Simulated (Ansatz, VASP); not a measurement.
**One calculation of TiTe, two programs**

File INCAR:

```
PREC = Accurate
ENCUT = 520
EDIFF = 1E-7
ISMEAR = -1
SIGMA = 0.05
LREAL = F
LASPH = T
NELM = 80
ALGO = Normal
ISIF = 2
LWAVE = F
LCHARG = F
GGA = PS
NBANDS = 26
```

The input KPOINTS:

```
regular mesh
0
Gamma
  8 8 4
```

File POSCAR:

```
TiTe
1.0
    3.8925584295      0.0000000000      0.0000000000
   -1.9462792147      3.3710544856      0.0000000000
    0.0000000000      0.0000000000      6.4872596627
Te Ti
2 2
Direct
    0.6666666667      0.3333333333      0.7500000000
    0.3333333333      0.6666666667      0.2500000000
    0.0000000000      0.0000000000      0.5000000000
    0.0000000000      0.0000000000      0.0000000000
```

Contents of input.yaml:

```yaml
crystal:
  lattice:
    - [3.8925584295, 0.0, 0.0]
    - [-1.9462792147, 3.3710544856, 0.0]
    - [0.0, 0.0, 6.4872596627]
  atoms:
    - { symbol: Te, position: [0.6666666667, 0.3333333333, 0.75] }
    - { symbol: Te, position: [0.3333333333, 0.6666666667, 0.25] }
    - { symbol: Ti, position: [0.0, 0.0, 0.5] }
    - { symbol: Ti, position: [0.0, 0.0, 0.0] }
hamiltonian:
  xc: pbesol
  pseudopotentials: { kind: paw }
kpoints:
  mp_grid: { grid: [8, 8, 4] }
scf:
  occupations: { method: fermi_dirac, width: 0.05 }
output:
  forces: true
  stress: true
  eigenvalues: true
  write_density: true
  write_potential: true
  elf: true
  volumetric_format: npy
```

Change from the starting cell: volume scaled by 1.04.

Alike in both runs: task single point; functional PBEsol; k mesh 8 × 8 × 4; occupations fermi-dirac, width 0.05 eV; no spin polarisation.

|  | VASP | Ansatz |
| --- | --- | --- |
| version | VASP 6.6.1 | Ansatz 0.2.0 |
| potentials or method | VASP PAW PBE potentials, release 64 (Te, Ti_sv) | Ansatz PAW |
| plane-wave cutoff (eV) | 520 | 420 |
| valence electrons in the cell | 36 | 56 |

|  | VASP | Ansatz | Ansatz less VASP |
| --- | --- | --- | --- |
| gap on the k mesh at the Fermi level (eV) | none | none | - |
| pressure (GPa) | -0.5 | -0.6 | -0.12 |
| largest component of the traceless stress (GPa) | 3.02 | 3.01 | -0.012 |

A gap of «none» marks a metal or a gap that the smearing closes. The two sets of potentials don't hold the same shells in valence.

Caveats: the PAW data sets were made with another functional, which shifts forces and pressure a little (VASP); the PAW data sets come from PBE, with cores solved anew for the run's functional, which leaves a small shift of forces and pressure (Ansatz). Spin-orbit coupling is left out, which matters for the levels of Te.
